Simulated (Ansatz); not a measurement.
# HfH2: straining the crystal, uniaxial strain along c

The task here is to estimate one member of a computed series from the others.

Method: DFT PBEsol, scalar-relativistic, plane waves, PAW, in Ansatz 0.2.0.

2 further runs of the same task are left out: 2 set aside as unsound or not needed.

### The system as given

The structure is tetragonal, space group I4/mmm (No. 139). Conventional cell: a = 3.464 Å, b = 3.464 Å, c = 4.238 Å, α = 90.00°, β = 90.00°, γ = 90.00°. Hf (site symmetry 4/mmm) is surrounded by 8 H at 2.03 Å. Around H (site symmetry -4m2) lie 4 Hf at 2.03 Å.

Structure file:

```cif
data_structure
_symmetry_space_group_name_H-M 'I4/mmm'
_symmetry_Int_Tables_number 139
_cell_length_a 3.4643
_cell_length_b 3.4643
_cell_length_c 4.2377
_cell_angle_alpha 90.000
_cell_angle_beta 90.000
_cell_angle_gamma 90.000
_cell_volume 50.86
loop_
_atom_site_label
_atom_site_type_symbol
_atom_site_symmetry_multiplicity
_atom_site_Wyckoff_symbol
_atom_site_fract_x
_atom_site_fract_y
_atom_site_fract_z
_atom_site_occupancy
Hf1 Hf 2 a 0.00000 0.00000 0.00000 1
H1 H 4 d 0.50000 0.00000 0.75000 1
```

The unstrained cell comes from an earlier run at this level (6 atoms, E(σ→0) -31261.9812 eV, gap none (metal)).

The first run:

Contents of input.yaml:

```yaml
crystal:
  lattice:
    - [3.4729298276, 0.0, 0.0]
    - [0.0, 3.4729298276, 0.0]
    - [0.0, 0.0, 4.1952949375]
  atoms:
    - { symbol: Hf, position: [0.0, 0.0, 0.0] }
    - { symbol: Hf, position: [0.5, 0.5, 0.5] }
    - { symbol: H, position: [0.0, 0.5, 0.25] }
    - { symbol: H, position: [0.5, 0.0, 0.25] }
    - { symbol: H, position: [0.5, 0.0, 0.75] }
    - { symbol: H, position: [0.0, 0.5, 0.75] }
basis:
  ecutwfc: 420
kpoints:
  mp_grid: { grid: [10, 10, 8] }
hamiltonian:
  xc: pbesol
scf:
  occupations: { method: gaussian, width: 0.1 }
output:
  forces: true
  stress: true
  eigenvalues: true
relax:
  adjacent_minimum: "off"
  f_tol: 0.008
  max_steps: 40
  cell: { stress_tol: 0.015, fix: [c, angles] }
```

Run with:

```bash
> ansatz run input.yaml --threads 1 --pin off --max-ram 2560MiB --backend cpu --events-out ev --progress --plain --runs-dir out
```

Steps of the session up to this table: The cell strained by -1.0 %; Strain +1.0 %; The cell strained by -2.0 %; The cell strained by +2.0 %; At -3.0 %; At +3.0 %.

One table of the session follows, with a row left open; its other results are not shown here.

Lengths are those of the vectors of the cell that was run; stresses in GPa:

| strain (%) | ΔE (meV/atom) | a (Å) | b (Å) | c (Å) |
| --- | --- | --- | --- | --- |
| -3.0 | 2.2 | 3.498 | 3.498 | 4.111 |
| -2.0 | 0.8 | 3.487 | 3.487 | 4.153 |
| -1.0 | 0.1 | 3.476 | 3.476 | 4.195 |
| +0.0 | 0.0 | 3.464 | 3.464 | 4.238 |
| +1.0 | ? | ? | ? | ? |
| +2.0 | 1.8 | 3.443 | 3.443 | 4.322 |
| +3.0 | 3.3 | 3.430 | 3.430 | 4.365 |

**Question.** Estimate the row for strain (%) = +1.0.

Worked estimate for «ΔE (meV/atom)». A straight line through the neighbours (0.0, 0.0) and (2.0, 1.8) gives 0.0 + (1.8 − 0.0) × (1.0 − 0.0) / (2.0 − 0.0) = 0.9; a parabola fitted to 4 rows on both sides gives 0.6.

**Answer.** ΔE (meV/atom): 0.6; a (Å): 3.454; b (Å): 3.454; c (Å): 4.280. In «ΔE (meV/atom)» the line misses by +0.3 and the parabola by 0.0.

ΔE is over the unstrained cell. Stress in GPa, positive in compression, on the Cartesian axes of the input. 
